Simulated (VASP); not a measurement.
Write the native input for VASP 6.6.1 that does the following.

* Task: relaxation of cell and atoms
* Functional: PBEsol
* Potentials or basis: VASP PAW PBE potentials, release 64 (Se)
* Cutoff: 600 eV
* k mesh: 15 × 15 × 13
* Occupations: gaussian, width 0.03 eV
* Spin: no spin polarisation
* Target pressure: 110 GPa
* Further INCAR settings: ALGO = Normal; EDIFF = 1e-06; IBRION = 2; EDIFFG = -0.01; NSW = 90; ISIF = 3
* Target pressure: 110 GPa

The structure of Se lies in POSCAR:

```
Se
1.0
    1.9250000000      1.1113992682      0.8816666667
   -1.9250000000      1.1113992682      0.8816666667
    0.0000000000     -2.2227985364      0.8816666667
Se
1
Direct
    0.0000000000      0.0000000000      0.0000000000
```

This isn't the form of Se at room conditions, which is trigonal, of chains.

The input as run:

INCAR

```
SYSTEM = Se
PREC = Accurate
ENCUT = 600
EDIFF = 1E-6
ISMEAR = 0
SIGMA = 0.03
LREAL = .FALSE.
LASPH = .TRUE.
NELM = 80
ALGO = Normal
ISIF = 3
LWAVE = .FALSE.
LCHARG = .FALSE.
GGA = PS
IBRION = 2
NSW = 90
EDIFFG = -0.01
PSTRESS = 1100.0
```

KPOINTS

```
Automatic mesh
0
G
  15 15 13
  0 0 0
```

Potentials or basis: VASP PAW PBE potentials, release 64 (Se).

The run is started by

```sh
$ cat potpaw_PBE.64/Se/POTCAR > POTCAR
$ mpirun -np 1 vasp_std > vasp.out
```

It gave:

The relaxed volume is 12.26 Å³/atom and the relaxed cell is a = 2.444 Å, b = 2.444 Å, c = 2.444 Å, α = 106.67°, β = 106.67°, γ = 106.67°. The space group after relaxing (to 0.05 Å) is R-3m (No. 166) and the energy change on relaxing (the enthalpy is what falls) is -760.8 meV/atom. The ionic steps are 13, the pressure after relaxing is 110.0 GPa and the band gap on the k mesh is none (metal or under the smearing width).

Caveat: the cell is relaxed towards a set pressure, so the enthalpy falls and the energy may rise; the PAW data sets were made with another functional, which shifts forces and pressure a little.

It took 8.7 min on 1 thread of AMD EPYC 7R43 64-Core Processor (Zen 3) (shared host), peak memory 0.16 GiB.
